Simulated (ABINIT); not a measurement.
Here is an ABINIT 10.8.3 (patched build) calculation.

Contents of run.abi:

```
pp_dirpath "./"
pseudos "Mo.LDA_PW-JTH.xml, Si.LDA_PW-JTH.xml"

acell 3*1.0
rprim
    -3.0235617994     3.0235617994     7.4275685328
     3.0235617994    -3.0235617994     7.4275685328
     3.0235617994     3.0235617994    -7.4275685328
ntypat 2
znucl 42 14
natom 3
typat 1 2 2
xred
     0.0000000000     0.0000000000     0.0000000000
     0.6670000000     0.6670000000     0.0000000000
     0.3330000000     0.3330000000     0.0000000000
chkprim 0
chksymtnons 0
tolsym 1.0e-6

ecut 15.0
pawecutdg 30.0

kptopt 1
ngkpt 12 12 12
nshiftk 1
shiftk 0.0 0.0 0.0

ixc 7

nband 15
occopt 3
tsmear 0.00183747

nstep 100
tolvrs 1.0e-9

iomode 3
prtwf 0
prtden 0
prteig 0
prtebands 0

ionmov 2
ntime 60
tolmxf 0.0005
optcell 2
dilatmx 1.08
ecutsm 0.5
```

Potentials or basis: JTH PAW LDA v2.0.

Run with:

```sh
$ abinit run.abi > log 2>&1
```

(1) Predict the space group after relaxing (to 0.05 Å).

(2) Predict the relaxed volume.

Results:

(1) I4/mmm (No. 139).

(2) 13.07 Å³/atom.
